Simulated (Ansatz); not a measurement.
Planning a run of Ansatz 0.2.0 on Al5GaP6 (zincblende [001] superlattice). The input:

```yaml
crystal:
  lattice:
    - [3.8542622876, 0.0, 0.0]
    - [0.0, 3.8542622876, 0.0]
    - [0.0, 0.0, 16.3532500344]
  atoms:
    - { symbol: Ga, position: [0.0, 0.0, 0.0416679406] }
    - { symbol: P, position: [0.5, 0.0, 0.1249885344] }
    - { symbol: Al, position: [0.5, 0.5, 0.2083091282] }
    - { symbol: P, position: [0.0, 0.5, 0.2916450094] }
    - { symbol: Al, position: [0.0, 0.0, 0.3749808906] }
    - { symbol: P, position: [0.5, 0.0, 0.4583167719] }
    - { symbol: Al, position: [0.5, 0.5, 0.5416526531] }
    - { symbol: P, position: [0.0, 0.5, 0.6249885344] }
    - { symbol: Al, position: [0.0, 0.0, 0.7083244156] }
    - { symbol: P, position: [0.5, 0.0, 0.7916602969] }
    - { symbol: Al, position: [0.5, 0.5, 0.8749961781] }
    - { symbol: P, position: [0.0, 0.5, 0.9583320594] }
kpoints:
  mp_grid: { grid: [6, 6, 2] }
hamiltonian:
  xc: pbesol
  pseudopotentials: { kind: paw, azcp: { folder: soft_1 }, xc_functional: pbe }
scf:
  occupations: { method: fermi_dirac, width: 0.02 }
relax:
  f_tol: 0.015
  max_steps: 100
  cell: {}
output:
  write_density: true
  write_potential: true
  elf: true
  volumetric_format: npy
```

```sh
ansatz run input.yaml --threads 3 --pin off --max-ram 92160MiB --backend cuda --events-out ev --progress --plain --runs-dir out --devices 1 --max-vram 13GiB
```

**Question.** How long will it take on 1 × NVIDIA H100 80GB HBM3 (shared by 6 runs) with 3 threads of AMD EPYC 7R13 (Zen 3), shared host, and how much memory?

It took 20 s; on shared hardware allow 10 s to 41 s. Peak host memory was 0.99 GiB. The sizes that set the cost: 4831 plane waves a state, 32 irreducible k points and 25 SCF cycles.

[Paths, hosts, dates, memory and timing lines, banners, echoed tables and standing remarks are left out of the program output.]

[Logs are printed without paths, hosts, clocks, repeated set-up lines and the standing remarks that a program may print on its own settings, such as how far it seeks lower states.]

[Runs of the session that timed out or met a known fault of the program may be left out.]

[Cells called generated may have been cut or substituted from an entry of the Crystallography Open Database or the Materials Project.]

[Hosts, paths, dates, database ids (printed as entryN), source tags and the programs' standing remarks are cut or masked in the printed files.]
